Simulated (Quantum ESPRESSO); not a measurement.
The system is KF (Carobbiite).

```
K F
1.0
     0.00000    2.67185    2.67185
     2.67185    0.00000    2.67185
     2.67185    2.67185    0.00000
K F
1 1
Direct
  0.00000 0.00000 0.00000
  0.50000 0.50000 0.50000
```

Base run:

| Property | Result |
| --- | --- |
| Program | Quantum ESPRESSO 7.5 |
| Functional | BLYP |
| Potentials or basis | PseudoDojo 0.4.1 SR PBE standard |
| Cutoff | 1143 eV |
| Density cutoff | 4572 eV |
| k mesh | 6 × 6 × 6, shifted |
| Occupations | fermi-dirac, width 0.05 eV |
| Spin | no spin polarisation |

Its results: pressure 2.1 GPa; electronic dielectric tensor (diagonal) 1.98.

Problem. After a change of settings the same cell gave: pressure -0.5 GPa; electronic dielectric tensor (diagonal) 2.00. Which change was it?
A. functional from BLYP to AM05
B. functional from BLYP to WC
C. functional from BLYP to LDA; potentials or basis from PseudoDojo 0.4.1 SR PBE standard to PseudoDojo 0.4.1 SR LDA standard
D. functional from BLYP to PBE; k mesh from 6 × 6 × 6, shifted to 10 × 10 × 10, shifted

Solution. B.

WC binds more tightly than BLYP, so the same cell stands under less pressure.

Caveats: the potentials were made for another functional, which shifts forces and pressure.
